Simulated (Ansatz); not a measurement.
# Structure types of La at zero pressure (relativity switched off)

Structure types of La are relaxed in primitive cells with their symmetry kept at 0 GPa, first on PAW files, then by LAPW. The enthalpy is E + pV at zero temperature, without zero-point motion. Only the types listed were tried, and differences under about 5 meV/atom are mesh noise. Not among the end structures: fcc, which may lie lower.

All numbers are PBE results (non-relativistic) from Ansatz 0.2.0, with Fermi–Dirac smearing of 0.05 eV, no spin polarisation. Methods: LAPW: all electrons, basis error target 0.5 meV/atom.

k meshes: bcc 14×14×14, hcp 13×13×7.

Task: Which type is lowest in enthalpy, and by how much?

Result: hcp, 164 meV/atom below bcc. The whole table:

```
start type        ends as          a, b, c (Å)  V (Å³/atom)  H − H(lowest), LAPW (meV/atom)
       bcc     bcc, Im-3m  3.983, 3.983, 3.983        31.59                           163.6
       hcp  hcp, P6_3/mmc  3.401, 3.401, 5.715        28.61                             0.0
```
